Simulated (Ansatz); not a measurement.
## Tl: from a first guess to the relaxed sc type

First guess:

```
CELL_PARAMETERS angstrom
3.21951 0.00000 0.00000
0.00000 3.21951 0.00000
0.00000 0.00000 3.21951
ATOMIC_POSITIONS crystal
Tl 0.00000 0.00000 0.00000
```

Computed with DFT, PBE, PAW with Ansatz's default frozen-core files, scalar-relativistic in Ansatz 0.2.0.

Cell and atoms relax within the symmetry of the start on a 13×13×13 k mesh with 0.08 eV Fermi–Dirac smearing.

The start is built from a prototype, known or not as a phase of this compound; the cutoff is 420 eV.

Spin–orbit coupling is left out, though it moves levels of the heavy atoms by tenths of an eV or more.

(1) What is the pressure of the first guess?

(2) What does it relax to?

(3) How much energy does the relaxation release?

## Answers

(1) 0.71 GPa.

(2) a = 3.251 Å, b = 3.251 Å, c = 3.251 Å, α = 90.00°, β = 90.00°, γ = 90.00° (conventional cell), 34.36 Å³ per atom:
Space group Pm-3m (No. 221). a = 3.251 Å, b = 3.251 Å, c = 3.251 Å, α = 90.00°, β = 90.00°, γ = 90.00°
| atom | site | symmetry | x | y | z |
| --- | --- | --- | --- | --- | --- |
| Tl | 1a | m-3m | 0.0000 | 0.0000 | 0.0000 |

(3) 2 meV/atom.
